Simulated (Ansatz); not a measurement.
Two isomers of C3H6O2: A = `OCC1CO1`, B = `CCC(=O)O`.

Program: Ansatz. Geometries: PBE0-D4/def2-TZVP. ΔE: electronic, gas phase. CBS: MP2 limit from def2 TZ/QZ plus the TZ coupled-cluster correction, frozen cores. DFT in def2-TZVPP. One conformer a species, not always the lowest.

Question: Which isomer does CCSD(T)/CBS put lower? Give the gap. (Estimate.)

Answer: The calculation gave: B, by 49.5 kcal/mol.

Question: Give E(B) − E(A) in kcal/mol with B2PLYP, CCSD(T)/def2-TZVPP, r2SCAN-D4, CCSD(T)/def2-SVP, BLYP-D4, LDA (SPW92), MP2/def2-TZVPP. (An estimate is asked.)

Answer: Ansatz gave: B2PLYP -51.8, CCSD(T)/def2-TZVPP -50.0, r2SCAN-D4 -51.3, CCSD(T)/def2-SVP -55.1, BLYP-D4 -52.4, LDA (SPW92) -48.8, MP2/def2-TZVPP -50.1. None reverses the order clearly.

Question: Does the order hold for the free energy at 298.15 K (harmonic terms from PBE0-D4)? (An estimate is asked.)

Answer: The calculation gave: Yes: G(B) − G(A) = -50.5 kcal/mol, for one conformer each. Modes under 60 cm⁻¹, often nearly free rotors, make the harmonic entropy too high.

Largest T1 diagnostic: 0.014.

In def2-TZVPP, CCSD(T) changes the Hartree–Fock value by +4.4 kcal/mol (the triples alone add −0.1 kcal/mol) and MP2 by +4.4 kcal/mol. At CCSD(T), def2-SVP lies −5.6 kcal/mol from the extrapolated value and def2-TZVPP −0.5 kcal/mol.
